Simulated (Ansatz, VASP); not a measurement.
## Two plane-wave programs on Pt

Contents of INCAR:

```
SYSTEM = Pt
PREC = Accurate
ENCUT = 630
EDIFF = 1E-6
ISMEAR = -1
SIGMA = 0.05
LREAL = .FALSE.
LASPH = .TRUE.
NELM = 80
ALGO = Fast
ISIF = 3
LWAVE = .FALSE.
LCHARG = .FALSE.
GGA = PE
IBRION = 2
NSW = 40
EDIFFG = -0.01
```

The input KPOINTS:

```
regular mesh
0
G
  12 12 12
  0 0 0
```

Contents of POSCAR:

```
Pt
1.0
    0.0000000000      1.9609000000      1.9609000000
    1.9609000000      0.0000000000      1.9609000000
    1.9609000000      1.9609000000      0.0000000000
Pt
1
Direct
    0.0000000000      0.0000000000      0.0000000000
```

Contents of input.yaml:

```yaml
crystal:
  lattice:
    - [0.0, 1.9609, 1.9609]
    - [1.9609, 0.0, 1.9609]
    - [1.9609, 1.9609, 0.0]
  atoms:
    - { symbol: Pt, position: [0.0, 0.0, 0.0] }
hamiltonian:
  xc: pbe
  pseudopotentials: { kind: paw }
kpoints:
  mp_grid: { grid: [12, 12, 12] }
scf:
  occupations: { method: fermi_dirac, width: 0.05 }
output:
  forces: true
  stress: true
  write_density: true
  write_potential: true
  elf: true
  volumetric_format: npy
relax:
  f_tol: 0.01
  max_steps: 40
  cell: { stress_tol: 0.05 }
```

Alike in both runs: task relaxation of cell and atoms; functional PBE; k mesh 12 × 12 × 12; occupations fermi-dirac, width 0.05 eV; no spin polarisation.

|  | VASP | Ansatz |
| --- | --- | --- |
| version | VASP 6.6.1 | Ansatz 0.2.0 |
| potentials or method | VASP PAW PBE potentials, release 64 (Pt_GW) | Ansatz PAW |
| plane-wave cutoff (eV) | 630 | 420 |
| valence electrons in the cell | 10 | 18 |

VASP gave:

```
gap on the k mesh at the Fermi level, each at its own relaxed structure (eV) : none
relaxed volume (Å³/atom)                                                     : 15.60
relaxed cell length with the largest relative difference (Å)                 : 2.805
energy change over the relaxation (meV/atom)                                 : -14
```

What did Ansatz give for the same quantities?

gap on the k mesh at the Fermi level, each at its own relaxed structure (eV): none; relaxed volume (Å³/atom): 15.66; relaxed cell length with the largest relative difference (Å): 2.808; energy change over the relaxation (meV/atom): -18.

A gap of «none» marks a metal or a gap that the smearing closes. The two sets of potentials don't hold the same shells in valence.

Caveats: the plane-wave basis is chosen anew once the cell has moved, so the energies of steps on either side of that aren't comparable (Ansatz). The runs have no spin-orbit coupling, so splittings on Pt are missing. Zero-point motion and thermal expansion aren't in these numbers. PBE usually gives volumes a little too large and moduli too small.
